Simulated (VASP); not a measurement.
# Pt (Fm-3m) in VASP: notebook

Runs on Pt. Level: PBE. Tasks: relaxation of cell and atoms, vibrations by finite differences.

All numbers are computed with VASP 6.6.1; they aren't measurements. Logs are shortened: lines on timing, memory, paths and dates and some standing lists are left out, and cuts for length are marked.

**1. The crystal as given**

The structure is cubic, space group Fm-3m (No. 225). The conventional cell has a = 3.922 Å, b = 3.922 Å, c = 3.922 Å, α = 90.00°, β = 90.00°, γ = 90.00°. Around Pt (site symmetry m-3m) lie 12 Pt at 2.77 Å.

**2. Relaxation of cell and atoms, PBE**

The input, INCAR:

```
ALGO = Normal
EDIFF = 1E-7
EDIFFG = -0.002
ENCUT = 520
GGA = PE
IBRION = 2
ISIF = 3
ISMEAR = 0
LASPH = True
LCHARG = False
LREAL = False
LWAVE = False
NELM = 60
NSW = 80
PREC = Accurate
SIGMA = 0.3
```

The input, KPOINTS:

```
k-points
0
Gamma
  18 18 18
```

The input, POSCAR:

```
Pt
1.0
    0.0000000000      1.9609000000      1.9609000000
    1.9609000000      0.0000000000      1.9609000000
    1.9609000000      1.9609000000      0.0000000000
Pt
1
Direct
    0.0000000000      0.0000000000      0.0000000000
```

Potentials or basis: VASP PAW PBE potentials, release 64 (Pt).

Run with:

```
> cat potpaw_PBE.64/Pt/POTCAR > POTCAR
> mpirun -np 1 vasp_std > vasp.out
```

OUTCAR:

```text
EDIFF = 1E-7
   EDIFFG = -0.002
   ENCUT = 520
   GGA = PE
   IBRION = 2
   ISIF = 3
   ISMEAR = 0
   LASPH = True
   LREAL = False
   NELM = 60
   NSW = 80
   PREC = Accurate

 ion  position               nearest neighbor table
   1  0.000  0.000  0.000-

  LATTYP: Found a face centered cubic cell.
 ALAT       =     3.9218000000

  Lattice vectors:

 A1 = (   0.0000000000,   1.9609000000,   1.9609000000)
 A2 = (   1.9609000000,   0.0000000000,   1.9609000000)
 A3 = (   1.9609000000,   1.9609000000,   0.0000000000)

Analysis of symmetry for initial positions (statically):
=====================================================================
 Subroutine PRICEL returns:
 Original cell was already a primitive cell.

 Routine SETGRP: Setting up the symmetry group for a
 face centered cubic supercell.

 Subroutine GETGRP returns: Found 48 space group operations
 (whereof 48 operations were pure point group operations)
 out of a pool of 48 trial point group operations.

The static configuration has the point symmetry O_h .

Analysis of symmetry for dynamics (positions and initial velocities):
=====================================================================
 Subroutine PRICEL returns:
 Original cell was already a primitive cell.

 Routine SETGRP: Setting up the symmetry group for a
 face centered cubic supercell.

 Subroutine GETGRP returns: Found 48 space group operations
 (whereof 48 operations were pure point group operations)
 out of a pool of 48 trial point group operations.

The dynamic configuration has the point symmetry O_h .

 Subroutine INISYM returns: Found 48 space group operations
 (whereof 48 operations are pure point group operations),
 and found     1 'primitive' translations

----------------------------------------------------------------------------------------

                                     Primitive cell

  volume of cell :      15.0798

  direct lattice vectors                    reciprocal lattice vectors
     0.000000000  1.960900000  1.960900000    -0.254984956  0.254984956  0.254984956
     1.960900000  0.000000000  1.960900000     0.254984956 -0.254984956  0.254984956
     1.960900000  1.960900000  0.000000000     0.254984956  0.254984956 -0.254984956

  length of vectors
     2.773131374  2.773131374  2.773131374     0.441646899  0.441646899  0.441646899

  position of ions in fractional coordinates (direct lattice)
     0.000000000  0.000000000  0.000000000

  ion indices of the primitive-cell ions
   primitive index   ion index
                 1           1

----------------------------------------------------------------------------------------

 KPOINTS: k-points

Automatic generation of k-mesh.
 Grid dimensions read from file:
 generate k-points for:   18   18   18

 Generating k-lattice:

  Cartesian coordinates                     Fractional coordinates (reciprocal lattice)
    -0.014165831  0.014165831  0.014165831     0.055555556  0.000000000  0.000000000
     0.014165831 -0.014165831  0.014165831     0.000000000  0.055555556  0.000000000
     0.014165831  0.014165831 -0.014165831     0.000000000  0.000000000  0.055555556

  Length of vectors
     0.024535939  0.024535939  0.024535939

  Shift w.r.t. Gamma in fractional coordinates (k-lattice)
     0.000000000  0.000000000  0.000000000

 Subroutine IBZKPT returns following result:
 ===========================================

 Found    195 irreducible k-points:

 Following reciprocal coordinates:
            Coordinates               Weight
  0.000000  0.000000  0.000000      1.000000
  0.055556  0.000000  0.000000      8.000000
  0.111111  0.000000  0.000000      8.000000
  0.166667  0.000000  0.000000      8.000000
  0.222222  0.000000  0.000000      8.000000
  0.277778  0.000000  0.000000      8.000000
[... 16 lines left out ...]
 -0.277778  0.055556  0.000000     24.000000
 -0.222222  0.055556  0.000000     24.000000
 [... further k-points ...]
   k-points           NKPTS =    195   k-points in BZ     NKDIM =    195   number of bands    NBANDS=      9
   number of dos      NEDOS =    301   number of ions     NIONS =      1
   total plane-waves  NPLWV =  13824
   dimension x,y,z NGX =    24 NGY =   24 NGZ =   24
   dimension x,y,z NGXF=    48 NGYF=   48 NGZF=   48
   ions per type =               1
   NGX,Y,Z   is equivalent  to a cutoff of  14.39, 14.39, 14.39 a.u.
   NGXF,Y,Z  is equivalent  to a cutoff of  28.78, 28.78, 28.78 a.u.
 SYSTEM =  unknown system
   PREC   = accura    normal or accurate (medium, high low for compatibility)
   ISTART =      0    job   : 0-new  1-cont  2-samecut
   ICHARG =      2    charge: 1-file 2-atom 10-const
   ISPIN  =      1    spin polarized calculation?
   LNONCOLLINEAR =      F non collinear calculations
   LSORBIT =      F    spin-orbit coupling
   LASPH  =      T    aspherical Exc in radial PAW
   ENCUT  =  520.0 eV  38.22 Ry    6.18 a.u.   5.16  5.16  5.16*2*pi/ulx,y,z
   NELM   =     60;   NELMIN=  2; NELMDL= -5     # of ELM steps
   EDIFF  = 0.1E-06   stopping-criterion for ELM
   LREAL  =      F    real-space projection
   EDIFFG = -.2E-02   stopping-criterion for IOM
   NSW    =     80    number of steps for IOM
   IBRION =      2    ionic relax: 0-MD 1-quasi-New 2-CG
   NFREE  =      1    steps in history (QN), initial steepest desc. (CG)
   ISIF   =      3    stress and relaxation
   ISYM   =      2    0-nonsym 1-usesym 2-fastsym
   POTIM  = 0.5000    time-step for ionic-motion
   TEBEG  =    0.0;   TEEND  =   0.0 temperature during run
   PSTRESS=    0.0 pullay stress
   NELECT =      10.0000    total number of electrons
   NUPDOWN=      -1.0000    fix difference up-down
   EMIN   =  10.00;   EMAX   =-10.00  energy-range for DOS
   EFERMI =   0.00;   METHOD = LEGACY
   ISMEAR =     0;   SIGMA  =   0.30  broadening in eV -4-tet -1-fermi 0-gaus
   EFERMI_NEDOS =   21; number of points for ismear=-14 and -15
   IALGO  =     38    algorithm
   IMIX   =      4    mixing-type and parameters
     AMIX     =   0.40;   BMIX     =  1.00
     AMIX_MAG =   1.60;   BMIX_MAG =  1.00
  volume/ion in A,a.u.               =      15.08       101.76
  Fermi-wavevector in a.u.,A,eV,Ry     =   1.427609  2.697791 27.729605  2.038068
  Thomas-Fermi vector in A             =   2.547760
   LORBIT       =      0    0 simple, 1 ext, 2 COOP (PROOUT), +10 PAW based schemes
   GGA     = PE    functional components
   LHFCALC =     F    Hartree Fock is set to
   AEXX    =    0.0000 exact exchange contribution
   IVDW    =     0    specifies the selected vdW correction
   LEPSILON=     F    determine dielectric tensor
   LRPA    =     F    only Hartree local field effects (RPA)
 conjugate gradient relaxation of ions
 non-spin polarized calculation
 Gauss-broadening in eV      SIGMA  =   0.30
  energy-cutoff  :      520.00
  volume of cell :       15.08
 maximum number of plane-waves:       419
 NGX is ok and might be reduce to    24
   NGX = 11   NGY = 11   NGZ = 11

--------------------------------------- Ionic step        1  -------------------------------------------

 number of electron      10.0000000 magnetization

 Free energy of the ion-electron system (eV)
  ---------------------------------------------------
  ext. energy  EPLUGINS =         0.00000000
  ---------------------------------------------------
  free energy    TOTEN  =        -6.12154164 eV

  energy without entropy =       -6.04550825  energy(sigma->0) =       -6.08352495

------------------------ aborting loop because EDIFF is reached ----------------------------------------

  FORCE on cell =-STRESS in cart. coord.  units (eV):
  Direction    XX          YY          ZZ          XY          YZ          ZX
  --------------------------------------------------------------------------------------
  -------------------------------------------------------------------------------------
  Total        0.9477303      0.9477303      0.9477303      0.0000000      0.0000000     -0.0000000
  in kB      100.6929356    100.6929356    100.6929356      0.0000000      0.0000000     -0.0000000
  external PRESSURE =     100.6929356 kB  Pullay stress =       0.0000000 kB
[... 20 lines left out ...]
  energy  without entropy=       -6.0455082468  energy(sigma->0) =       -6.08352495

--------------------------------------- Ionic step        2  -------------------------------------------

 number of electron      10.0000001 magnetization

 E-fermi :   8.8791     XC(G=0): -12.6967

 val. band max:        8.8755455572   @ k =   0.5000   0.2778   0.0556
 cond. band min:       8.8797714633   @ k =   0.5000   0.0000   0.0000
 fundamental gap:      0.0042259060
 Fermi energy:         8.8791256866

 k-point     1 :       0.0000    0.0000    0.0000
  band No.  band energies     occupation
      1       0.0750      2.00000
      2       5.8267      2.00000
      3       5.8267      2.00000
      4       5.8267      2.00000
      5       7.5483      2.00000
      6       7.5483      2.00000
      7      23.7809      0.00000
      8      27.9972      0.00000
      9      27.9972      0.00000
[... 339 lines left out ...]
  FREE ENERGIE OF THE ION-ELECTRON SYSTEM (eV)
  ---------------------------------------------------
  free  energy   TOTEN  =        -6.1385994363 eV

  energy  without entropy=       -6.0589333339  energy(sigma->0) =       -6.09876639

[... ionic steps 4 to 14 ...]

--------------------------------------- Ionic step       15  -------------------------------------------

 number of electron      10.0000002 magnetization

------------------------ aborting loop because EDIFF is reached ----------------------------------------

  FORCE on cell =-STRESS in cart. coord.  units (eV):
  Direction    XX          YY          ZZ          XY          YZ          ZX
  --------------------------------------------------------------------------------------
  -------------------------------------------------------------------------------------
  Total        0.0037337      0.0037337      0.0037337     -0.0000000      0.0000000      0.0000000
  in kB        0.3823636      0.3823636      0.3823636     -0.0000000      0.0000000      0.0000000
  external PRESSURE =       0.3823636 kB  Pullay stress =       0.0000000 kB
[... 55 lines left out ...]
  energy  without entropy=       -6.0590709913  energy(sigma->0) =       -6.09884763

--------------------------------------- Ionic step       17  -------------------------------------------

 number of electron      10.0000002 magnetization

 Free energy of the ion-electron system (eV)
  ---------------------------------------------------
  ext. energy  EPLUGINS =         0.00000000
  ---------------------------------------------------
  free energy    TOTEN  =        -6.13862516 eV

  energy without entropy =       -6.05909289  energy(sigma->0) =       -6.09885903

 E-fermi :  10.5804     XC(G=0): -13.2702

 val. band max:       10.5714515983   @ k =  -0.3333   0.3889   0.1111
 cond. band min:      10.5816734149   @ k =   0.4444   0.1111   0.0000
 fundamental gap:      0.0102218166
 Fermi energy:        10.5803672311

 k-point     1 :       0.0000    0.0000    0.0000
  band No.  band energies     occupation
      1       0.7621      2.00000
      2       7.0029      2.00000
      3       7.0029      2.00000
      4       7.0029      2.00000
      5       9.0286      2.00000
      6       9.0286      2.00000
      7      25.3071      0.00000
      8      30.0632      0.00000
      9      30.0632      0.00000
[... 304 lines left out ...]
  FREE ENERGIE OF THE ION-ELECTRON SYSTEM (eV)
  ---------------------------------------------------
  free  energy   TOTEN  =        -6.1386251596 eV

  energy  without entropy=       -6.0590928925  energy(sigma->0) =       -6.09885903

 reached required accuracy - stopping structural energy minimisation
```

Wall time 1.7 min (1 thread of AMD EPYC 9R45 (Zen 5), shared host); peak memory 0.14 GiB.

Results:

- Free energy: -6.1386 eV
- Relaxed volume: 15.65 Å³/atom
- Relaxed cell: a = 2.807 Å, b = 2.807 Å, c = 2.807 Å, α = 60.00°, β = 60.00°, γ = 60.00°
- Space group after relaxing (to 0.05 Å): Fm-3m (No. 225)
- Energy gained by relaxing: 17.1 meV/atom
- Ionic steps: 17
- Pressure after relaxing: 0.0 GPa
- Band gap on the k mesh: none (metal or under the smearing width)

The path:
```csv
step,energy change (eV),largest force (eV/Å),pressure (GPa),volume (Å³)
1,0.0000,0.0000,10.07,15.08
2,0.0841,0.0000,-18.22,17.24
3,-0.0171,0.0000,-0.35,15.67
4,-0.0171,0.0000,-0.03,15.65
5,-0.0171,0.0000,0.16,15.64
6,-0.0171,0.0000,0.16,15.64
7,-0.0171,0.0000,0.13,15.64
8,-0.0171,0.0000,0.13,15.64
9,-0.0171,0.0000,0.13,15.64
10,-0.0171,0.0000,0.13,15.64
11,-0.0171,0.0000,0.13,15.64
12,-0.0171,0.0000,0.13,15.64
13,-0.0171,0.0000,0.11,15.64
14,-0.0171,0.0000,0.08,15.64
15,-0.0171,0.0000,0.04,15.64
16,-0.0171,0.0000,-0.06,15.65
17,-0.0171,0.0000,0.00,15.65
```

Final structure:
```
CELL_PARAMETERS angstrom
0.00000 1.98520 1.98520
1.98520 0.00000 1.98520
1.98520 1.98520 0.00000
ATOMIC_POSITIONS crystal
Pt 0.00000 0.00000 0.00000
```

**3. Relaxation of cell and atoms, PBE**

This run uses another cell than the first one, of 15.65 Å³/atom, 1.038 times its volume.

INCAR is that of step 2.

KPOINTS is that of step 2.

The input, POSCAR:

```
Pt                                      
1.0
    0.0000000000      1.9851963869      1.9851963869
    1.9851963869      0.0000000000      1.9851963869
    1.9851963869      1.9851963869      0.0000000000
  Pt            
     1
Direct
     0.0000000000000000    0.0000000000000000    0.0000000000000000
```

Potentials or basis: VASP PAW PBE potentials, release 64 (Pt).

Run with:

```
> cat potpaw_PBE.64/Pt/POTCAR > POTCAR
> mpirun -np 1 vasp_std > vasp.out
```

OUTCAR:

```text
EDIFF = 1E-7
   EDIFFG = -0.002
   ENCUT = 520
   GGA = PE
   IBRION = 2
   ISIF = 3
   ISMEAR = 0
   LASPH = True
   LREAL = False
   NELM = 60
   NSW = 80
   PREC = Accurate

 ion  position               nearest neighbor table
   1  0.000  0.000  0.000-

  LATTYP: Found a face centered cubic cell.
 ALAT       =     3.9703927738

  Lattice vectors:

 A1 = (   0.0000000000,   1.9851963869,   1.9851963869)
 A2 = (   1.9851963869,   0.0000000000,   1.9851963869)
 A3 = (   1.9851963869,   1.9851963869,   0.0000000000)

Analysis of symmetry for initial positions (statically):
=====================================================================
 Subroutine PRICEL returns:
 Original cell was already a primitive cell.

 Routine SETGRP: Setting up the symmetry group for a
 face centered cubic supercell.

 Subroutine GETGRP returns: Found 48 space group operations
 (whereof 48 operations were pure point group operations)
 out of a pool of 48 trial point group operations.

The static configuration has the point symmetry O_h .

Analysis of symmetry for dynamics (positions and initial velocities):
=====================================================================
 Subroutine PRICEL returns:
 Original cell was already a primitive cell.

 Routine SETGRP: Setting up the symmetry group for a
 face centered cubic supercell.

 Subroutine GETGRP returns: Found 48 space group operations
 (whereof 48 operations were pure point group operations)
 out of a pool of 48 trial point group operations.

The dynamic configuration has the point symmetry O_h .

 Subroutine INISYM returns: Found 48 space group operations
 (whereof 48 operations are pure point group operations),
 and found     1 'primitive' translations

----------------------------------------------------------------------------------------

                                     Primitive cell
[... 114 lines left out ...]
   GGA     = PE    functional components
   LHFCALC =     F    Hartree Fock is set to
   AEXX    =    0.0000 exact exchange contribution
   IVDW    =     0    specifies the selected vdW correction
   LEPSILON=     F    determine dielectric tensor
   LRPA    =     F    only Hartree local field effects (RPA)
 conjugate gradient relaxation of ions
 non-spin polarized calculation
 Gauss-broadening in eV      SIGMA  =   0.30
  energy-cutoff  :      520.00
  volume of cell :       15.65
 maximum number of plane-waves:       444
 NGX is ok and might be reduce to    24
   NGX = 11   NGY = 11   NGZ = 11

 number of electron      10.0000002 magnetization

 Free energy of the ion-electron system (eV)
  ---------------------------------------------------
  ext. energy  EPLUGINS =         0.00000000
  ---------------------------------------------------
  free energy    TOTEN  =        -6.13915217 eV

  energy without entropy =       -6.05962011  energy(sigma->0) =       -6.09938614

 E-fermi :  10.5803     XC(G=0): -13.2702

 val. band max:       10.5714040754   @ k =  -0.3333   0.3889   0.1111
 cond. band min:      10.5816321721   @ k =   0.4444   0.1111   0.0000
 fundamental gap:      0.0102280967
 Fermi energy:        10.5803135401

 k-point     1 :       0.0000    0.0000    0.0000
  band No.  band energies     occupation
      1       0.7622      2.00000
      2       7.0029      2.00000
      3       7.0029      2.00000
      4       7.0029      2.00000
      5       9.0286      2.00000
      6       9.0286      2.00000
      7      25.3071      0.00000
      8      30.0632      0.00000
      9      30.0632      0.00000
[... 265 lines left out ...]
 k-point    24 :      -0.2222    0.0556    0.0000
  band No.  band energies     occupation
      1       2.7489      2.00000
      2       6.5421      2.00000
      3       7.3747      2.00000
      4       7.4382      2.00000
      5       8.8538      2.00000
      6       9.4920      2.00000
      7      24.0467      0.00000
      8      27.0381      0.00000
      9      31.2489      0.00000

 [... further k-points ...]

------------------------ aborting loop because EDIFF is reached ----------------------------------------

  FORCE on cell =-STRESS in cart. coord.  units (eV):
  Direction    XX          YY          ZZ          XY          YZ          ZX
  --------------------------------------------------------------------------------------
  -------------------------------------------------------------------------------------
  Total       -0.0007938     -0.0007938     -0.0007938      0.0000000     -0.0000000      0.0000000
  in kB       -0.0812745     -0.0812745     -0.0812745      0.0000000     -0.0000000      0.0000000
  external PRESSURE =      -0.0812745 kB  Pullay stress =       0.0000000 kB

 VOLUME and BASIS-vectors are now :
 -----------------------------------------------------------------------------
  energy-cutoff  :      520.00
  volume of cell :       15.65
      direct lattice vectors                 reciprocal lattice vectors
     0.000000000  1.985196387  1.985196387    -0.251864250  0.251864250  0.251864250
     1.985196387  0.000000000  1.985196387     0.251864250 -0.251864250  0.251864250
     1.985196387  1.985196387  0.000000000     0.251864250  0.251864250 -0.251864250

 POSITION                                       TOTAL-FORCE (eV/Angst)
 -----------------------------------------------------------------------------------
      0.00000      0.00000      0.00000        -0.000000      0.000000      0.000000
 -----------------------------------------------------------------------------------
    total drift:                               -0.000000      0.000000      0.000000

  FREE ENERGIE OF THE ION-ELECTRON SYSTEM (eV)
  ---------------------------------------------------
  free  energy   TOTEN  =        -6.1391521698 eV

  energy  without entropy=       -6.0596201066  energy(sigma->0) =       -6.09938614

 reached required accuracy - stopping structural energy minimisation
```

CONTCAR:

```text
Pt
   1.00000000000000
     0.0000000000000000    1.9851963869000000    1.9851963869000000
     1.9851963869000000    0.0000000000000000    1.9851963869000000
     1.9851963869000000    1.9851963869000000    0.0000000000000000
  Pt
     1
Direct
     0.0000000000000000    0.0000000000000000    0.0000000000000000

  0.00000000E+00  0.00000000E+00  0.00000000E+00
```

Wall time 17 s (1 thread of AMD EPYC 9R45 (Zen 5), shared host); peak memory 0.13 GiB.

Results:

- Free energy: -6.1392 eV
- Pressure after relaxing: 0.0 GPa
- Band gap on the k mesh: none (metal or under the smearing width)

Final structure:
```cif
data_structure
_symmetry_space_group_name_H-M 'P 1'
_symmetry_Int_Tables_number 1
_cell_length_a 2.8075
_cell_length_b 2.8075
_cell_length_c 2.8075
_cell_angle_alpha 60.000
_cell_angle_beta 60.000
_cell_angle_gamma 60.000
_cell_volume 15.65
loop_
_atom_site_label
_atom_site_type_symbol
_atom_site_fract_x
_atom_site_fract_y
_atom_site_fract_z
_atom_site_occupancy
Pt1 Pt 0.00000 0.00000 0.00000 1
```

Caveat: the relaxation stopped at its first step, so nothing moved. The run has no spin-orbit coupling, so splittings on Pt are missing.

[end of part 1 of 2]
